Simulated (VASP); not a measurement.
# AlAs (F-43m) in VASP: further runs, part 2 of 2

VASP 6.6.1. Earlier steps stand in the parts before.

**5. Relaxation of cell and atoms, PBEsol**

This run uses another cell than the first one, of 22.93 Å³/atom, 1.011 times its volume.

INCAR

```
PREC = Accurate
ENCUT = 600
EDIFF = 1E-7
ISMEAR = 0
SIGMA = 0.03
LREAL = F
LASPH = T
NELM = 80
ALGO = Normal
ISIF = 3
LWAVE = F
LCHARG = F
GGA = PS
IBRION = 2
NSW = 90
EDIFFG = -0.005
KPAR = 4
```

KPOINTS

```
Automatic mesh
0
Gamma
  8 8 8
```

POSCAR

```
AlAs                                    
1.0
    0.0000000000      2.8408844733      2.8408844733
    2.8408844733      0.0000000000      2.8408844733
    2.8408844733      2.8408844733      0.0000000000
  Al              As            
     1     1
Direct
     0.0000000000000000    0.0000000000000000    0.0000000000000000
     0.2500000000000000    0.2500000000000000    0.2500000000000000
```

The run is started by

```bash
> cat potpaw_PBE.64/Al/POTCAR potpaw_PBE.64/As/POTCAR > POTCAR
> mpirun -np 4 vasp_std > vasp.out
```

Run time: 3.2 s. Hardware: 4 MPI ranks of Intel Xeon 6975P-C (Granite Rapids), shared host; peak memory 0.17 GiB.

Results (log left out):

```
Free energy             : -10.0649 eV
Pressure after relaxing : 0.0 GPa
Band gap on the k mesh  : 1.34 eV, indirect (least direct gap 1.89 eV)
```

Final structure:
```
CELL_PARAMETERS angstrom
0.00000 2.84088 2.84088
2.84088 0.00000 2.84088
2.84088 2.84088 0.00000
ATOMIC_POSITIONS crystal
Al 0.00000 0.00000 0.00000
As 0.25000 0.25000 0.25000
```

Levels at points of the mesh, in eV from the valence-band top:
```
           k point  band 2  band 3  band 4  band 5  band 6  band 7
(0.00, 0.00, 0.00)    0.00    0.00    0.00    1.89    4.24    4.24
(0.50, 0.00, 0.00)   -5.55   -0.82   -0.82    2.04    4.62    4.62
(0.50, 0.50, 0.00)   -5.40   -2.16   -2.16    1.34    2.22   10.20
```

Caveat: the relaxation stopped at its first step, so nothing moved; the PAW data sets were made with another functional, which shifts forces and pressure a little. Expect the measured gap to be larger: semilocal functionals such as PBEsol lack the derivative discontinuity.

**6. Relaxation of cell and atoms, PBEsol**

INCAR

```
SYSTEM = AlAs
  ALGO = Normal
  EDIFF = 1E-6
  EDIFFG = -0.01
  ENCUT = 600
  GGA = PS
  IBRION = 2
  ISIF = 3
  ISMEAR = 0
  KPAR = 4
  LASPH = .True.
  LCHARG = .False.
  LREAL = .False.
  LWAVE = .False.
  NELM = 80
  NSW = 90
  PREC = Accurate
  SIGMA = 0.03
```

KPOINTS

```
k-points
0
Gamma
  8 8 8
  0 0 0
```

POSCAR

```
AlAs
1.0
    0.0000000000      2.8304000000      2.8304000000
    2.8304000000      0.0000000000      2.8304000000
    2.8304000000      2.8304000000      0.0000000000
Al As
1 1
Direct
    0.0000000000      0.0000000000      0.0000000000
    0.2500000000      0.2500000000      0.2500000000
```

Potentials or basis: VASP PAW PBE potentials, release 64 (Al, As).

The run is started by

```bash
> cat potpaw_PBE.64/Al/POTCAR potpaw_PBE.64/As/POTCAR > POTCAR
> mpirun -np 4 vasp_std > vasp.out
```

OUTCAR:

```text
SYSTEM = AlAs
   EDIFF = 1E-6
   EDIFFG = -0.01
   ENCUT = 600
   GGA = PS
   IBRION = 2
   ISIF = 3
   ISMEAR = 0
   LASPH = .True.
   LREAL = .False.
   NELM = 80
   NSW = 90
   PREC = Accurate

 ion  position               nearest neighbor table
   1  0.000  0.000  0.000-   2 2.45   2 2.45   2 2.45   2 2.45
   2  0.250  0.250  0.250-   1 2.45   1 2.45   1 2.45   1 2.45

  LATTYP: Found a face centered cubic cell.
 ALAT       =     5.6608000000

  Lattice vectors:

 A1 = (   0.0000000000,   2.8304000000,   2.8304000000)
 A2 = (   2.8304000000,   0.0000000000,   2.8304000000)
 A3 = (   2.8304000000,   2.8304000000,   0.0000000000)

Analysis of symmetry for initial positions (statically):
=====================================================================
 Subroutine PRICEL returns:
 Original cell was already a primitive cell.

 Routine SETGRP: Setting up the symmetry group for a
 face centered cubic supercell.

 Subroutine GETGRP returns: Found 24 space group operations
 (whereof 24 operations were pure point group operations)
 out of a pool of 48 trial point group operations.

The static configuration has the point symmetry T_d .

Analysis of symmetry for dynamics (positions and initial velocities):
=====================================================================
 Subroutine PRICEL returns:
 Original cell was already a primitive cell.

[... 227 lines left out ...]
--------------------------------------- Ionic step        3  -------------------------------------------

 number of electron       8.0000001 magnetization

 Free energy of the ion-electron system (eV)
  ---------------------------------------------------
  ext. energy  EPLUGINS =         0.00000000
  ---------------------------------------------------
  free energy    TOTEN  =       -10.06493621 eV

  energy without entropy =      -10.06493621  energy(sigma->0) =      -10.06493621

 E-fermi :   3.8681     XC(G=0):  -9.1529

 val. band max:        3.7082847658   @ k =   0.0000   0.0000   0.0000
 cond. band min:       5.0465055103   @ k =   0.5000   0.5000   0.0000
 fundamental gap:      1.3382207445
 Fermi energy:         3.8681211342

 k-point     1 :       0.0000    0.0000    0.0000
  band No.  band energies     occupation
      1      -8.1168      2.00000
      2       3.7083      2.00000
      3       3.7083      2.00000
      4       3.7083      2.00000
      5       5.6018      0.00000
      6       7.9525      0.00000
      7       7.9525      0.00000
      8       7.9525      0.00000
[... 243 lines left out ...]
 k-point    24 :      -0.3750    0.2500    0.1250
  band No.  band energies     occupation
      1      -6.4569      2.00000
      2      -1.5329      2.00000
      3       1.0195      2.00000
      4       2.1723      2.00000
      5       7.2939      0.00000
      6       7.8607      0.00000
      7      10.3076      0.00000
      8      11.2383      0.00000

 [... further k-points ...]

------------------------ aborting loop because EDIFF is reached ----------------------------------------

  FORCE on cell =-STRESS in cart. coord.  units (eV):
  Direction    XX          YY          ZZ          XY          YZ          ZX
  --------------------------------------------------------------------------------------
  -------------------------------------------------------------------------------------
  Total        0.0008354      0.0008354      0.0008354      0.0000000      0.0000000      0.0000000
  in kB        0.0291895      0.0291895      0.0291895      0.0000000      0.0000000      0.0000000
  external PRESSURE =       0.0291895 kB  Pullay stress =       0.0000000 kB
[... 17 lines left out ...]
  FREE ENERGIE OF THE ION-ELECTRON SYSTEM (eV)
  ---------------------------------------------------
  free  energy   TOTEN  =       -10.0649362116 eV

  energy  without entropy=      -10.0649362116  energy(sigma->0) =      -10.06493621

 reached required accuracy - stopping structural energy minimisation
```

OSZICAR:

```text
N       E                     dE             d eps       ncg     rms          rms(c)
DAV:   1     0.147716165287E+02    0.14772E+02   -0.33719E+03   464   0.854E+02
DAV:   2    -0.967970096254E+01   -0.24451E+02   -0.23592E+02   600   0.905E+01
DAV:   3    -0.103287001395E+02   -0.64900E+00   -0.64900E+00   576   0.198E+01
[... 19 lines left out ...]
DAV:   1    -0.100653388171E+02   -0.73652E-03   -0.10256E-02   520   0.576E-01    0.960E-02
DAV:   2    -0.100650160299E+02    0.32279E-03   -0.67878E-04   560   0.145E-01    0.447E-02
DAV:   3    -0.100649409633E+02    0.75067E-04   -0.29063E-04   512   0.849E-02    0.168E-02
DAV:   4    -0.100649366478E+02    0.43155E-05   -0.10640E-05   512   0.204E-02    0.942E-03
DAV:   5    -0.100649362116E+02    0.43623E-06   -0.12591E-06   288   0.683E-03
   3 F= -.10064936E+02 E0= -.10064936E+02  d E =-.128414E-02
```

CONTCAR:

```text
AlAs
   1.00000000000000
     0.0000000000000000    2.8408844733410126    2.8408844733410126
     2.8408844733410126    0.0000000000000000    2.8408844733410126
     2.8408844733410126    2.8408844733410126    0.0000000000000000
  Al              As
     1     1
Direct
     0.0000000000000000    0.0000000000000000    0.0000000000000000
     0.2500000000000000    0.2500000000000000    0.2500000000000000

  0.00000000E+00  0.00000000E+00  0.00000000E+00
  0.00000000E+00  0.00000000E+00  0.00000000E+00
```

It took 10 s on 4 MPI ranks of Intel Xeon Platinum 8259CL at 2.50GHz (Skylake/Cascade Lake), shared host; peak memory 0.18 GiB.

What came out:

| Quantity | Value |
| --- | --- |
| Free energy | -10.0649 eV |
| Relaxed volume | 22.93 Å³/atom |
| Relaxed cell | a = 4.018 Å, b = 4.018 Å, c = 4.018 Å, α = 60.00°, β = 60.00°, γ = 60.00° |
| Space group after relaxing (to 0.05 Å) | F-43m (No. 216) |
| Energy gained by relaxing | 0.6 meV/atom |
| Ionic steps | 3 |
| Pressure after relaxing | 0.0 GPa |
| Band gap on the k mesh | 1.34 eV, indirect (least direct gap 1.89 eV) |

Step by step:
```tsv
step	energy change (eV)	largest force (eV/Å)	pressure (GPa)	volume (Å³)
1	0.0000	0.0000	0.82	45.35
2	-0.0010	0.0000	-0.41	46.12
3	-0.0013	0.0000	0.00	45.86
```

Final structure:
```
Al As
1.0
     0.00000    2.84088    2.84088
     2.84088    0.00000    2.84088
     2.84088    2.84088    0.00000
Al As
1 1
Direct
  0.00000 0.00000 0.00000
  0.25000 0.25000 0.25000
```

Caveat: the PAW data sets were made with another functional, which shifts forces and pressure a little. PBEsol gaps usually lie below the measured ones, often by a third to a half.
